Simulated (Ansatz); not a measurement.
Task: the spin response to a magnetic field of Ag, space group P6_3/mmc, with Ansatz's Python interface. Give the script and its output. Use (first run): PBE, PAW, the default cutoff (420 eV here), 9×9×5 k-points, cold smearing of 0.05 eV, collinear spin.

The script reads `ag.cif`:
```cif
data_Ag
_cell_length_a 2.930000
_cell_length_b 2.930000
_cell_length_c 4.790000
_cell_angle_alpha 90.00000
_cell_angle_beta 90.00000
_cell_angle_gamma 120.00000
_symmetry_space_group_name_H-M 'P 1'
_symmetry_Int_Tables_number 1
loop_
_symmetry_equiv_pos_as_xyz
'x, y, z'
loop_
_atom_site_label
_atom_site_type_symbol
_atom_site_fract_x
_atom_site_fract_y
_atom_site_fract_z
Ag1 Ag    0.333333    0.666667    0.250000
Ag2 Ag    0.666667    0.333333    0.750000
```

The script, `zeeman_ag.py`:
```python
'''Response of the spins of Ag to a Zeeman field.'''

import warnings

import ansatz as az
from ase.io import read
import numpy as np

FUNCTIONAL = 'PBE'
MESH = (9, 9, 5)
OCCUPATIONS = 'cold'
WIDTH_EV = 0.05
SCF_TOL = 1e-08


def main() -> None:
    warnings.simplefilter('ignore', az.DeckWarning)

    atoms = read('ag.cif')
    ag = az.Crystal.from_ase(atoms)

    calc = ag.calculation()
    calc = calc.functional(FUNCTIONAL).pseudopotentials('paw')
    calc = calc.kpoints(mesh=MESH).occupations(OCCUPATIONS, width=WIDTH_EV)
    calc = calc.scf(tolerance=SCF_TOL)
    calc = calc.spin('collinear')
    # the field acts on the spins alone; such large fields lift the response over the noise
    rows = []
    for tesla in [0, 100, 200, 400]:
        summary = (calc.magnetic_field(tesla) if tesla else calc).run(threads=1).report
        rows.append((tesla, summary['magnetization_mub'], summary['free_energy_ev'], summary['components'].get('e_zeeman', 0.0)))
    print('         B (T)      moment muB            F eV  Zeeman term eV')
    for row in rows:
        print(f'{str(row[0]):>14s}  {row[1]:14.4f}  {row[2]:14.5f}  {row[3]:14.5f}')
    slope = np.polyfit([row[0] for row in rows], [row[1] for row in rows], 1)[0]
    print(f'dM/dB = {1000 * slope:.4f} muB per 1000 T per cell')


if __name__ == '__main__':
    main()
```

```console
$ python zeeman_ag.py
RunWarning: this spin-polarised run has no starting moment large enough to seed its density, so its SCF can try parallel moments of its own, which can die out, and starts no order whose moments cancel. Behind that start scf.lower_state_search: light tries no [...]
         B (T)      moment muB            F eV  Zeeman term eV
             0          0.0000    -15181.13900         0.00000
           100          0.0042    -15181.13901        -0.00002
           200          0.0076    -15181.13905        -0.00009
           400          0.0098    -15181.13915        -0.00023
dM/dB = 0.0237 muB per 1000 T per cell
```
(Warnings from the package without file and line, shortened.)

Notes:
- Absolute energies stand on the zero of these potentials, so only differences at equal settings mean something. A total without «per atom» is that of the cell as typed.
- For a metal this k-point mesh is coarse: on a finer one energies can move by several to tens of meV an atom and pressures by half a GPa or more, differences at one mesh by less.
- This isn't the structure that Ag takes at ambient conditions.
- Orbital magnetism is left out. The response of a metal hangs strongly on mesh and smearing, and a straight-line fit holds only where the moment is linear in the field.
- The script silences the warnings on its input, which a real study should read.
- Wall time of the script: 25 s on 1 thread of Intel(R) Xeon(R) Platinum 8259CL CPU @ 2.50GHz (Skylake/Cascade Lake), on a shared host, peak memory 0.43 GiB.

(Lines on the test bed's own set-up are left out of the output.)
